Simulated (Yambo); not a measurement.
Input of a Yambo 5.3.0 run:

hf1.in

```
rim_cut
HF_and_locXC
RandQpts= 1000000
RandGvec= 50 RL
EXXRLvcs= 106 Ry
VXCRLvcs= 106 Ry
% QPkrange
 1 | 1 | 13 | 15 |
 4 | 4 | 13 | 15 |
%
```

Contents of scf.in:

```
&CONTROL
  calculation = 'scf'
  prefix = 'pwscf'
  outdir = './tmp'
  pseudo_dir = './pseudo'
/
&SYSTEM
  ibrav = 0
  A = 3.85408551
  nat = 2
  ntyp = 2
  ecutwfc = 106
  nbnd = 20
  occupations = 'smearing'
  smearing = 'fd'
  degauss = 0.00367493
  force_symmorphic = .true.
/
&ELECTRONS
  conv_thr = 4d-10
  electron_maxstep = 120
  mixing_beta = 0.5
/
ATOMIC_SPECIES
Ga    69.7230 Ga.upf
P     30.9738 P.upf
CELL_PARAMETERS alat
   0.0000000000    0.7071067813    0.7071067813
   0.7071067813    0.0000000000    0.7071067813
   0.7071067813    0.7071067813    0.0000000000
ATOMIC_POSITIONS alat
Ga     0.0000000000    0.0000000000    0.0000000000
P      1.0606601720    1.0606601720    1.0606601720
K_POINTS automatic
8 8 8 0 0 0
```

File nscf.in:

```
&CONTROL
  calculation = 'nscf'
  prefix = 'pwscf'
  outdir = './tmp'
  pseudo_dir = './pseudo'
/
&SYSTEM
  ibrav = 0
  A = 3.85408551
  nat = 2
  ntyp = 2
  ecutwfc = 106
  nbnd = 113
  occupations = 'fixed'
  force_symmorphic = .true.
/
&ELECTRONS
  conv_thr = 1d-08
  diago_full_acc = .true.
  diago_thr_init = 1d-06
/
ATOMIC_SPECIES
Ga    69.7230 Ga.upf
P     30.9738 P.upf
CELL_PARAMETERS alat
   0.0000000000    0.7071067813    0.7071067813
   0.7071067813    0.0000000000    0.7071067813
   0.7071067813    0.7071067813    0.0000000000
ATOMIC_POSITIONS alat
Ga     0.0000000000    0.0000000000    0.0000000000
P      1.0606601720    1.0606601720    1.0606601720
K_POINTS automatic
6 6 6 0 0 0
```

Potentials or basis: PseudoDojo 0.4.1 SR LDA stringent.

The run is started by

```bash
$ OMP_NUM_THREADS=1 pw.x -in scf.in > scf.out
$ OMP_NUM_THREADS=1 pw.x -in nscf.in > nscf.out
$ cd tmp/pwscf.save; p2y; mv SAVE ../..; cd ../..
$ OMP_NUM_THREADS=1 yambo
$ mkdir -p hf1; ln -s $PWD/g0w00/ndb.RIM hf1/
$ OMP_NUM_THREADS=1 yambo -F hf1.in -J hf1 -C hf1_out
```

(1) Estimate the quasiparticle gap.

(2) Estimate the least direct quasiparticle gap.

(3) Predict the band gap on the k mesh, mean-field level.

Results:

(1) 7.43 eV.

(2) 7.78 eV.

(3) 1.50 eV, indirect (least direct gap 1.60 eV).

**The experiment to reproduce.**

“Stacking defects in GaP nanowires: Electronic structure and optical properties”, 2018, arxiv:1810.01194 quotes, for a bulk crystal of GaP at 10 K: band gap 2.34 eV (indirect).

A measured gap of GaP is 2.34 eV (indirect; 10 K; quoted in “Stacking defects in GaP nanowires: Electronic structure and optical properties”, 2018, arxiv:1810.01194); the calculated 7.43 eV misses it by +5.09 eV. So large a miss can be the level of theory's own, or it may mean another phase, state or a wrong row. Spin-orbit coupling on Ga is left out. The value is that of Hartree-Fock on LDA, without temperature or zero-point motion.
